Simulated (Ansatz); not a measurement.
Tl, one cell by several methods

```xyz
1
Lattice="-1.9410 1.9410 1.9410 1.9410 -1.9410 1.9410 1.9410 1.9410 -1.9410" Properties=species:S:1:pos:R:3 pbc="T T T"
Tl    0.0000    0.0000    0.0000
```

Conventional cell: a = 3.882 Å, b = 3.882 Å, c = 3.882 Å, α = 90.00°, β = 90.00°, γ = 90.00°. Around Tl (atom 1) lie 8 Tl at 3.36 Å.

The geometry is COD entry 9008555, unchecked; take it as a test cell.

No spin–orbit coupling, which matters for the heavy atoms here.

Methods: DFT, LDA, PAW with Ansatz's default frozen-core files, scalar-relativistic (Ansatz 0.2.0); DFT, LDA, all-electron LAPW, scalar-relativistic (Ansatz 0.2.0).

For PAW: a Γ-centred 13×13×13 k mesh, Fermi–Dirac smearing of 0.05 eV, cutoff 420 eV, no spin polarisation; the PAW files were made with PBE, and the program remakes their frozen cores for this functional. LAPW targets a basis error of 0.5 meV/atom. The Ansatz runs share mesh, smearing and spin set-up. Plane-wave (PAW) pressures include the program's estimate of the Pulay term.

Stress and pressure are positive in compression.

Levels count from the Fermi level.

PAW results:

```tsv
quantity	PAW
pressure (GPa)	-2.48
highest filled level at Γ (eV)	-9.884
lowest empty level at Γ (eV)	10.550
highest filled level at H (eV)	-1.749
lowest empty level at H (eV)	1.445
```

**Question.** What does LAPW (all electrons) give for the same quantities?

**Answer.** 
| quantity | LAPW |
| --- | --- |
| pressure (GPa) | -2.47 |
| highest filled level at Γ (eV) | -9.883 |
| lowest empty level at Γ (eV) | 10.550 |
| highest filled level at H (eV) | -1.745 |
| lowest empty level at H (eV) | 1.445 |
